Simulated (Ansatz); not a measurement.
Input file for Ansatz (a quantum-chemistry and plane-wave program):

Ansatz 0.2 input:
```yaml
crystal:
  lattice:
    - [3.8123619616, 0.0, 0.0]
    - [0.0, 3.8123619616, 0.0]
    - [0.0, 0.0, 3.8123619616]
  atoms:
    - { symbol: La, position: [0.5, 0.5, 0.5] }
    - { symbol: Al, position: [0.0, 0.0, 0.0] }
    - { symbol: O, position: [0.0, 0.5, 0.0] }
    - { symbol: O, position: [0.5, 0.0, 0.0] }
    - { symbol: O, position: [0.0, 0.0, 0.5] }
kpoints:
  mp_grid: { grid: [6, 6, 6] }
hamiltonian:
  xc: pbe
  pseudopotentials: { kind: paw }
scf:
  occupations: { method: fixed }
phonons:
  method: dfpt
  response_accuracy: low
  qmesh: [3, 3, 3]
  interpolated_qmesh: [14, 14, 14]
  dielectric: true
  rigid_motions: translations
  temperatures: { t_max: 1000, t_step: 50 }
  qpath:
    path:
      - [[0.0, 0.0, 0.0], [0.0, 0.5, 0.0], [0.5, 0.5, 0.0], [0.0, 0.0, 0.0], [0.5, 0.5, 0.5], [0.0, 0.5, 0.0]]  # Γ-X-M-Γ-R-X
      - [[0.5, 0.5, 0.5], [0.5, 0.5, 0.0]]  # R-M
    npoints: 13
```

Output (shortened):

```
Pseudopotential: La, paw, valence charge 11
Pseudopotential: Al, paw, valence charge 3
Pseudopotential: O, paw, valence charge 6
Functional definition: PBE
Crystal: 5 atoms, lattice volume = 55.409 Å³
Basis set: ecut = 420 eV, 1045 PW (Γ), exchange–correlation on 54×54×54 points (8 copies of the dense FFT grid, shifted against one another)
Bands: 21, of which v1, the nominal top of the filled ones, is band 16 counted from 1 (15 counted from 0)
Symmetry: 48 space group operations
k-points: 80 of 216 (irreducible under 2 space group operations, time reversal used)
SCF iter   1: F=—  HF=-8498.828131 eV  |F-HF|=—  |Δ(HF+E_count)|=         —  Δρ=1.39e-3  dr2=2.65e-4  ethr=1.77e-3  ⟨swp⟩=3.0  Hψ=6741  notcnv=0  defer=142
preconditioner: auto → Resta (q_TF=auto, 2.490 Å⁻¹)
SCF iter   2: F=—  HF=-8498.828469 eV  |F-HF|=—  |Δ(HF+E_count)|=   3.37e-4  Δρ=6.97e-4  dr2=4.48e-5  ethr=8.29e-7  ⟨swp⟩=2.0  Hψ=3686  notcnv=0  defer=184
SCF iter   3: F=—  HF=-8498.828668 eV  |F-HF|=—  |Δ(HF+E_count)|=   1.99e-4  Δρ=2.23e-4  dr2=1.13e-5  ethr=1.40e-7  ⟨swp⟩=2.0  Hψ=2697  notcnv=0  defer=202
SCF iter   4: F=—  HF=-8498.828678 eV  |F-HF|=—  |Δ(HF+E_count)|=   9.85e-6  Δρ=2.96e-5  dr2=2.55e-7  ethr=3.52e-8  ⟨swp⟩=2.2  Hψ=2525  notcnv=0  defer=80
SCF iter   5: F=—  HF=-8498.828677 eV  |F-HF|=—  |Δ(HF+E_count)|=   8.06e-7  Δρ=5.72e-6  dr2=1.34e-8  ethr=7.96e-10  ⟨swp⟩=2.0  Hψ=2804  notcnv=0  defer=80
SCF iter   6: F=—  HF=-8498.828677 eV  |F-HF|=—  |Δ(HF+E_count)|=  6.49e-10  Δρ=1.80e-6  dr2=1.22e-9  ethr=4.20e-11  ⟨swp⟩=2.5  Hψ=2853  notcnv=0  defer=80
SCF iter   7: F=-8498.828677 eV  HF=-8498.828677 eV  |F-HF|=9.09e-12  |Δ(HF+E_count)|=  8.33e-10  Δρ=2.63e-7  dr2=3.14e-11  ethr=1.00e-12  ⟨swp⟩=10.2  Hψ=10862  notcnv=0
SCF 1 converged in 7 iterations: F = -8498.828677 eV  dr2 = 3.14e-11
DFPT response loops at Γ: preconditioner auto → none (the input reference at scf.mixing.eps_inf says where Resta's filter doesn't serve); β = 0.50 …
── the response to a field inside a basis, on 6×6×6 k-points: an SCF that follows is theirs, and a resumed run solves both again ──
Crystal: 5 atoms, lattice volume = 55.409 Å³
Bands: 17, of which v1, the nominal top of the filled ones, is band 16 counted from 1 (15 counted from 0)
k-points: 10 of 216
SCF iter   1: F=—  HF=-8498.827797 eV  |F-HF|=—  |Δ(HF+E_count)|=         —  Δρ=5.76e-4  dr2=3.20e-5  ethr=1.00e-1
preconditioner: auto → Resta (q_TF=auto, 2.490 Å⁻¹)
SCF iter   2: F=—  HF=-8498.827805 eV  |F-HF|=—  |Δ(HF+E_count)|=   7.87e-6  Δρ=2.58e-4  dr2=9.62e-6  ethr=1.00e-7
SCF iter   3: F=—  HF=-8498.827809 eV  |F-HF|=—  |Δ(HF+E_count)|=   4.00e-6  Δρ=1.13e-4  dr2=1.17e-6  ethr=3.01e-8
SCF iter   4: F=-8498.827810 eV  HF=-8498.827810 eV  |F-HF|=1.10e-9  |Δ(HF+E_count)|=   9.41e-7  Δρ=3.64e-6  dr2=3.23e-9  ethr=3.66e-9
SCF 1 converged in 4 iterations: F = -8498.827810 eV  dr2 = 3.23e-9
DFPT response loops at Γ: mixed as the last ones told, above
NSCF: frozen V_eff on 20 k-points
NSCF: frozen V_eff on 192 k-points
DFPT response loops at q = (0, 0, 0.3333333333333333) (fractional): preconditioner auto → Resta (q_TF=auto, 2.490 Å⁻¹)  ε∞=4.1 (no band partly filled) …
NSCF: frozen V_eff on 288 k-points
DFPT response loops at q = (0, 0.3333333333333333, 0.3333333333333333) (fractional): mixed as the last ones told, above
NSCF: frozen V_eff on 432 k-points
DFPT response loops at q = (0.3333333333333333, 0.3333333333333333, 0.3333333333333333) (fractional) …
WARN: on the 14×14×14 q-mesh 29 entries of the irreducible table, 1.203e-1 modes per cell, the lowest at -110.65 cm⁻¹, stand at or below zero and are read as …
SCF converged after 7 iterations
Free energy (F): -8498.828677 eV
Harris-Foulkes:  -8498.828677 eV  (|F-HF|=9.09e-12)
Internal energy: -8498.828677 eV  (E = F + TS)
E sigma→0 (E₀):  -8498.828677 eV
Fermi energy:    11.209505 eV
--- Per-component energies (eV) ---
  E_band       = 69.495479
  E_kinetic    = 751.594935
  E_local      = -1043.874418  (includes V_loc(G=0)·N_el)
  E_nonlocal   = 248.899048
  E_hartree    = 377.406482
  E_xc         = -405.460582
  E_vxc        = -465.835849  (∫ρ·V_xc dr)
  E_paw        = -6359.313999  (= ΣΔE_a)
  E_vpaw       = -176.108581  (= ΣTr[D̂ρ^β])
  E_aug_tail   = 0.007499  (compensation charges beyond the density's cutoff)
  E_ewald      = -2068.087642
  E_smearing   =  0.000000  (= −TS)
  E_closure    = 0.000000  (closes the sum)
  Σ components = -8498.828677   (vs F -8498.828677, Δ=0.00e0)
  [band-id]    e_kinetic+e_local+e_nonlocal+2·e_hartree+e_vxc+e_vpaw+e_augmentation_tail = 69.495598   (vs E_band 69.495479, Δ=1.19e-4)
--- Band table (eV; the first three rows and the last of 80) ---
  k-point 0: bands = ["-19.2799", "-6.8037", "-4.8065", "-4.8065", "-2.8326", "-2.8326", "-2.8326", "6.8804", "6.8804", "6.8804", "9.8093", "9.8093", "9.8093", "11.0809", "11.0809", "11.0809", "14.7075", "14.7075", "15.6890", "15.9146", "15.9146"]
  k-point 1: bands = ["-19.2586", "-6.8746", "-5.0908", "-4.7908", "-2.7922", "-2.7922", "-2.4792", "6.8301", "6.8301", "6.9024", "9.4495", "9.6407", "9.6407", "10.5367", "10.8986", "10.8986", "15.0340", "15.1620", "15.6416", "15.8580", "15.8580"]
  k-point 2: bands = ["-19.2153", "-7.0717", "-5.3943", "-4.7590", "-2.7089", "-2.7089", "-1.9993", "6.6773", "6.6773", "7.1235", "8.8744", "9.4433", "9.5076", "9.5076", "10.4658", "10.4658", "15.3523", "15.5653", "15.6158", "15.7926", "15.7926"]
  k-point 79: bands = ["-19.0585", "-5.5138", "-5.5138", "-5.5138", "-3.4068", "-3.4068", "-3.4068", "3.7902", "8.8378", "8.8378", "8.8378", "9.7847", "9.7847", "11.2095", "11.2095", "11.2095", "15.5586", "15.5586", "15.5586", "15.8053", "16.0662"]
--- Phonons (Γ-DFPT): 4 representative perturbations + reference, on 80 of 216 k-points (Σ response iterations 12) ---
  ASR residual: 1.041e-3 → 0.000e0 eV/Å²; symmetrization residual: 6.028e-6 eV/Å²
  ASR residual per site (eV/Å²): 2.17e-4 1.04e-3 9.98e-4 9.98e-4 9.98e-4
  Γ frequencies (cm⁻¹): 0.00 0.00 0.00 134.53 134.53 134.53 269.40 269.40 269.40 402.43 402.43 402.43 638.33 638.33 638.33
  ε∞ (high-frequency dielectric tensor):
        4.830099     0.000000     0.000000
        0.000000     4.830099     0.000000
        0.000000     0.000000     4.830099
  ε⁰ (static dielectric tensor: ions relaxed, cell fixed):
       41.583220     0.000000     0.000000
        0.000000    41.583220     0.000000
        0.000000     0.000000    41.583220
  ε⁰ − ε∞ (ionic part):
       36.753121     0.000000     0.000000
        0.000000    36.753121     0.000000
        0.000000     0.000000    36.753121
  softest optical mode at Γ: 134.53 cm⁻¹; the repairs (sum rule, projections) moved no ω² at Γ by more than (4.30 cm⁻¹)²
  Born effective charges Z* (e; rows j = field, columns β = displacement):
    site 0:
         4.49274    0.00000    0.00000
         0.00000    4.49274    0.00000
         0.00000    0.00000    4.49274
    site 1:
         2.92640    0.00000    0.00000
         0.00000    2.92640    0.00000
         0.00000    0.00000    2.92640
    site 2:
        -2.47446    0.00000    0.00000
         0.00000   -2.47021    0.00000
         0.00000    0.00000   -2.47446
    site 3:
        -2.47021    0.00000    0.00000
         0.00000   -2.47446    0.00000
         0.00000    0.00000   -2.47446
    site 4:
        -2.47446    0.00000    0.00000
         0.00000   -2.47446    0.00000
         0.00000    0.00000   -2.47021
  Z* charge neutrality: 2.464e-3 e pre-enforcement
  solved inside a basis spanned on kpoints, on 6×6×6 k-points, its susceptibility summed on 10×10×10: ε∞ is read to err by 1.3e-2, Z* by 1.5e-2 e (field_mesh …
  optical modes at Γ without the LO–TO term, one row a degenerate level:
      ω (cm⁻¹)  modes    IR ((D/Å)²/amu)
        134.53      3            45.3219
        269.40      3             0.0000
        402.43      3            53.1843
        638.33      3            12.8926
  optical modes at Γ + LO–TO along q̂ = [1.0000, 0.0000, 0.0000]:
      ω (cm⁻¹)  modes    IR ((D/Å)²/amu)
        134.53      2            30.2146
        255.22      1             1.7983
        269.40      3             0.0000
        402.43      2            35.4562
        557.98      1            10.9721
        638.33      2             8.5951
        712.01      1            24.3625
  optical modes at Γ + LO–TO along q̂ = [0.0000, 1.0000, 0.0000]:
      ω (cm⁻¹)  modes    IR ((D/Å)²/amu)
        134.53      2            30.2146
        255.22      1             1.7983
        269.40      3             0.0000
        402.43      2            35.4562
        557.98      1            10.9721
        638.33      2             8.5951
        712.01      1            24.3625
  optical modes at Γ + LO–TO along q̂ = [0.0000, 0.0000, 1.0000]:
      ω (cm⁻¹)  modes    IR ((D/Å)²/amu)
        134.53      2            30.2146
        255.22      1             1.7983
        269.40      3             0.0000
        402.43      2            35.4562
        557.98      1            10.9721
        638.33      2             8.5951
        712.01      1            24.3625
  non-analytic LO–TO correction: the dipole-dipole term of the run's Born effective charges and high-frequency dielectric tensor (where they are solved with …
--- Phonons (arbitrary-q DFPT): 4 irreducible q on the 3×3×3 mesh ---
  q = [0.0000, 0.0000, 0.0000] (star 1, of the zone-centre solve; hermiticity 6.18e-7, symmetrization 1.18e-7):  0.00  0.00 0.00 134.53 134.53 134.53 269.40 269.40 269.40 402.43 402.43 402.43 638.33 638.33 638.33
  q = [0.0000, 0.0000, 0.3333] (star 6, 9 solved perturbations in 756 linear systems a pass and spin channel, the states on 96 of 216 k-point pairs; hermiticity 8.97e-7, symmetrization 3.85e-11): 80.64 80.64 169.36 196.38 196.38 305.84 305.84 316.11 319.68 …
  q = [0.0000, 0.3333, 0.3333] (star 12, 9 solved perturbations in 1116 linear systems a pass and spin channel, the states on 144 of 216 k-point pairs; hermiticity 5.96e-7, symmetrization 6.15e-11): 82.62 107.90 138.29 139.51 263.84 275.14 302.75 330.09 …
  q = [0.3333, 0.3333, 0.3333] (star 8, 4 solved perturbations in 594 linear systems a pass and spin channel, the states on 216 of 216 k-point pairs; hermiticity 4.03e-7, symmetrization 6.22e-11): 97.29 114.26 114.26 120.75 128.11 128.11 408.58 410.50 410.50 …
  sum rule: each row above includes the acoustic sum rule's correction from the zone centre's row sums; it moved no ω² by more than (4.12 cm⁻¹)²
  mesh force constants: q→R imaginary residual 1.50e-16; ASR residual 1.041e-3 → 0.000e0 eV/Å²; symmetrization residual 3.197e-14 eV/Å²
  interpolated dispersion: 81 rows × 15 modes
  density of states and harmonic sums: on the 14×14×14 q-mesh, interpolated from the force constants of a 3×3×3 supercell (with the dipole–dipole term)
  largest difference from the sums on the solved wave vectors: F 1.69e-3 eV, S 5.24e-6 and C_V 3.80e-6 eV/K
  zero-point energy: 0.326187 eV/cell   skipped modes (ω ≤ 0): 32, of them read as no rigid motion or as one in doubt …
```

Cost: roughly 5 core-minutes on shared cores.

Space group Pm-3m (cubic perovskite). This is a known high-temperature phase of the composition, computed here at zero pressure and temperature. The PBE relaxation kept the symmetry of its start. At this level the phase is dynamically unstable (imaginary phonons). Spin–orbit coupling is left out wherever it is not named.

Potentials: the later of the program's two PAW sets.

Ansatz is a plane-wave DFT program.
